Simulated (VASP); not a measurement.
A run of VASP 6.6.1:

Contents of INCAR:

```
PREC = Accurate ; ENCUT = 520
EDIFF = 1E-7 ; ISMEAR = 0
SIGMA = 0.15 ; LREAL = F
LASPH = T ; NELM = 100
ALGO = Fast ; ISIF = 2
LWAVE = F ; LCHARG = F
GGA = PE ; NBANDS = 16
```

The input KPOINTS:

```
Automatic mesh
0
Gamma
  14 14 14
```

POSCAR

```
InAs
1.0
    0.0000000000      3.0240000000      3.0240000000
    3.0240000000      0.0000000000      3.0240000000
    3.0240000000      3.0240000000      0.0000000000
In As
1 1
Direct
    0.0000000000      0.0000000000      0.0000000000
    0.7500000000      0.7500000000      0.7500000000
```

Potentials or basis: VASP PAW PBE potentials, release 64 (In_d, As).

Launch:

```sh
$ cat potpaw_PBE.64/In_d/POTCAR potpaw_PBE.64/As/POTCAR > POTCAR
$ mpirun -np 1 vasp_std > vasp.out
```

Hardware: 1 thread of AMD EPYC 7R13 Processor (Zen 3), with other jobs on the host.

Question: Estimate the wall time of this run.

Answer: Run time: 88 s on 1 thread of AMD EPYC 7R13 Processor (Zen 3) (shared host), peak memory 0.22 GiB. Counts: scf iterations 15, k points 104.
